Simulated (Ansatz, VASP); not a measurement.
**MgO in VASP and in Ansatz**

Contents of INCAR:

```
SYSTEM = MgO
ALGO = Normal
EDIFF = 1E-7
ENCUT = 520
GGA = PE
ISIF = 2
ISMEAR = -1
LASPH = .TRUE.
LCHARG = .FALSE.
LREAL = .FALSE.
LWAVE = .FALSE.
NBANDS = 16
NELM = 100
PREC = Accurate
SIGMA = 0.02
```

File KPOINTS:

```
k-points
0
G
  10 10 7
  0 0 0
```

POSCAR

```
MgO
1.0
    2.1269412140      2.1269412140      0.0000000000
   -2.1269412140      2.1269412140      0.0000000000
    0.0000000000      0.0000000000      4.2538824280
Mg O
2 2
Direct
    0.0000000000      0.0000000000      0.0000000000
    0.5000000000      0.5000000000      0.5000000000
    0.5000000000      0.5000000000      0.0000000000
    0.0000000000      0.0000000000      0.5000000000
```

Input for Ansatz:

```yaml
crystal:
  lattice:
    - [2.126941214, 2.126941214, 0.0]
    - [-2.126941214, 2.126941214, 0.0]
    - [0.0, 0.0, 4.253882428]
  atoms:
    - { symbol: Mg, position: [0.0, 0.0, 0.0] }
    - { symbol: Mg, position: [0.5, 0.5, 0.5] }
    - { symbol: O, position: [0.5, 0.5, 0.0] }
    - { symbol: O, position: [0.0, 0.0, 0.5] }
kpoints:
  mp_grid: { grid: [10, 10, 7] }
scf:
  occupations: { method: fermi_dirac, width: 0.02 }
hamiltonian:
  xc: pbe
  pseudopotentials: { kind: all_electron, lapw: { basis_error: 0.001 } }
output:
  forces: true
  stress: true
  eigenvalues: true
```

Alike in both runs: task single point; functional PBE; k mesh 10 × 10 × 7; occupations fermi-dirac, width 0.02 eV; no spin polarisation.

```csv
,VASP,Ansatz
version,VASP 6.6.1,Ansatz 0.2.0
potentials or method,"VASP PAW PBE potentials, release 64 (Mg, O)","all-electron LAPW, scalar-relativistic"
plane-wave cutoff (eV),520,see its input
```

VASP gave:

- gap on the k mesh at the Fermi level (eV): 4.44
- pressure (GPa): -0.7

Task: What did Ansatz give for the same quantities?

Result: gap on the k mesh at the Fermi level (eV): 4.46; pressure (GPa): 0.1.

Ansatz ran all-electron here, so the differences hold the error of VASP's frozen core and of both bases.

Caveats: an odd mesh through Γ misses points on the zone boundary, where band edges often lie.
